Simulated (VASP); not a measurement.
Write the native input for VASP 6.6.1 that does the following.

```yaml
Task: band structure
Functional: r2SCAN
Potentials_or_basis: VASP PAW PBE potentials, release 64 (Mg, S)
Cutoff: 520 eV
k_mesh: 10 × 10 × 10
Occupations: gaussian, width 0.02 eV
Spin: no spin polarisation
Further_INCAR_settings: ALGO = Normal; EDIFF = 1e-06
```

The structure of MgS lies in POSCAR:

```
MgS                                     
1.0
    0.0000000000      2.6116204705      2.6116204705
    2.6116204705      0.0000000000      2.6116204705
    2.6116204705      2.6116204705     -0.0000000000
  Mg              S             
     1     1
Direct
     0.0000000000000000    0.0000000000000000    0.0000000000000000
     0.5000000000000000    0.5000000000000000    0.5000000000000000
```

The cell was built by a generator and needn't be a form met in nature.

The input as run:

INCAR

```
PREC = Accurate ; ENCUT = 520
EDIFF = 1E-6 ; ISMEAR = 0
SIGMA = 0.02 ; LREAL = False
LASPH = True ; NELM = 80
ALGO = Normal ; ISIF = 2
LWAVE = False ; LCHARG = False
METAGGA = R2SCAN ; LMIXTAU = True
KPAR = 4
```

KPOINTS

```
Automatic mesh
0
Gamma
  10 10 10
```

KPOINTS_OPT

```
path GXWKGLUWLK,UX
20
line-mode
reciprocal
 0.0000000000  0.0000000000  0.0000000000  G
 0.5000000000  0.0000000000  0.5000000000  X

 0.5000000000  0.0000000000  0.5000000000  X
 0.5000000000  0.2500000000  0.7500000000  W

 0.5000000000  0.2500000000  0.7500000000  W
 0.3750000000  0.3750000000  0.7500000000  K

 0.3750000000  0.3750000000  0.7500000000  K
 0.0000000000  0.0000000000  0.0000000000  G

 0.0000000000  0.0000000000  0.0000000000  G
 0.5000000000  0.5000000000  0.5000000000  L

 0.5000000000  0.5000000000  0.5000000000  L
 0.6250000000  0.2500000000  0.6250000000  U

 0.6250000000  0.2500000000  0.6250000000  U
 0.5000000000  0.2500000000  0.7500000000  W

 0.5000000000  0.2500000000  0.7500000000  W
 0.5000000000  0.5000000000  0.5000000000  L

 0.5000000000  0.5000000000  0.5000000000  L
 0.3750000000  0.3750000000  0.7500000000  K

 0.6250000000  0.2500000000  0.6250000000  U
 0.5000000000  0.0000000000  0.5000000000  X
```

Potentials or basis: VASP PAW PBE potentials, release 64 (Mg, S).

Run with:

```bash
$ cat potpaw_PBE.64/Mg/POTCAR potpaw_PBE.64/S/POTCAR > POTCAR
$ mpirun -np 4 vasp_std > vasp.out
```

It gave:

```json
{
 "Pressure": "-1.4 GPa",
 "Band gap on the k mesh": "3.41 eV, indirect (least direct gap 4.52 eV)",
 "Band gap along the path": "3.41 eV, indirect (least direct gap 4.52 eV)"
}
```

Caveat: the PAW data sets were made with another functional, which shifts forces and pressure a little.

It took 30 s on 4 MPI ranks on Intel(R) Xeon(R) 6975P-C (Granite Rapids), with other jobs on the host, peak memory 0.16 GiB a rank.
